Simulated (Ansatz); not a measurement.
**TiSi (Pnma), two-dimensional strain map**

Level of theory: DFT r2SCAN, scalar-relativistic, plane waves, PAW (Ansatz 0.2.0). Cutoff 500 eV, Γ-centred 6×12×8 k-points, Gaussian smearing of 0.15 eV. No spin polarisation. Energies are free energies at this smearing, counted from the undisturbed cell; pressure is positive in compression.

The starting cell (relaxed at this level; it needn't be the usual structure):

```yaml
crystal:
  lattice:
    - [6.50165, 0.00000, 0.00000]
    - [0.00000, 3.63548, 0.00000]
    - [0.00000, 0.00000, 4.98819]
  atoms:
    - { symbol: Ti, position: [0.67599, 0.25000, 0.37139] }
    - { symbol: Ti, position: [0.32401, 0.75000, 0.62861] }
    - { symbol: Ti, position: [0.82401, 0.75000, 0.87139] }
    - { symbol: Ti, position: [0.17599, 0.25000, 0.12861] }
    - { symbol: Si, position: [0.54389, 0.25000, 0.85535] }
    - { symbol: Si, position: [0.45611, 0.75000, 0.14465] }
    - { symbol: Si, position: [0.95611, 0.75000, 0.35535] }
    - { symbol: Si, position: [0.04389, 0.25000, 0.64465] }
```

The cell is strained by p along both x and y and by q along z, fractional coordinates fixed. Points are written (p, q).

Energy above the undisturbed cell in meV/atom (a dash: not computed):

```
 p \ q  -0.030  -0.015  0.000  0.015  0.030
-0.030    63.8    45.2   35.4   33.3   38.0
-0.015       ?       –      –      –      –
 0.000    16.4       –    0.0      –   13.4
 0.030       ?       –      ?      –   52.6
```

(1) Fill in the withheld energies.

## Answers

(1) (-0.015, -0.030): 30.7; (0.030, -0.030): 35.6; (0.030, 0.000): 29.8.